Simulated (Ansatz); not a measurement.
InN (zinc blende)

```cif
data_InN
_chemical_formula_sum 'N1 In1'
_space_group_name_H-M_alt 'P 1'
_space_group_IT_number 1
_cell_length_a 3.53497
_cell_length_b 3.53497
_cell_length_c 3.53497
_cell_angle_alpha 60.000
_cell_angle_beta 60.000
_cell_angle_gamma 60.000
loop_
_space_group_symop_operation_xyz
  'x, y, z'
loop_
_atom_site_label
_atom_site_type_symbol
_atom_site_fract_x
_atom_site_fract_y
_atom_site_fract_z
_atom_site_occupancy
N1 N 0.75000 0.75000 0.75000 1
In1 In 0.00000 0.00000 0.00000 1
```

This relaxed cell (volume V₀) is scaled evenly in all directions, its shape held. Symmetry pins the atoms to their sites.

All values below come from r2SCAN (plane waves to 500 eV, PAW, scalar-relativistic; Ansatz, a quantum-chemistry and plane-wave program). k mesh 11×11×11 (Γ-centred), Fermi-Dirac smearing 0.05 eV. E stands for the smeared free energy. Stress and pressure are positive under compression. At this level the bands of InN touch or barely overlap; measurements give the solid a gap. InN was relaxed with its symmetry unable to fall. ΔE is measured from the relaxed starting cell.

```tsv
V (Å³/atom)	ΔE (eV/atom)	P (GPa)
14.056	0.083	18.7
14.368	0.051	14.1
14.680	0.027	9.9
14.993	0.012	6.3
15.305	0.003	3.0
15.617	0.000	0.0
15.930	0.003	-2.7
16.242	0.010	-5.0
16.555	0.022	-7.1
16.867	0.038	-9.0
17.179	0.057	-10.7
```

Derived quantities:

| Quantity | Value |
|---|---|
| Pressure at the smallest volume | 18.7 GPa |
| Energy cost of the largest compression | 83 meV/atom |
| Energy cost of the largest expansion | 57 meV/atom |
| Bulk modulus B₀ (third-order Birch-Murnaghan fit) | 140 GPa |
| Pressure derivative B₀′ (fit) | 4.6 |
| Equilibrium volume of the fit | 15.62 Å³/atom |
| Pressure for 5 % compression (fit) | 8.0 GPa |

The 11 points together took about 40 core-seconds (a rough figure).

(Under strain, the slope of the energy per volume gives the stress and its curvature an elastic modulus.)
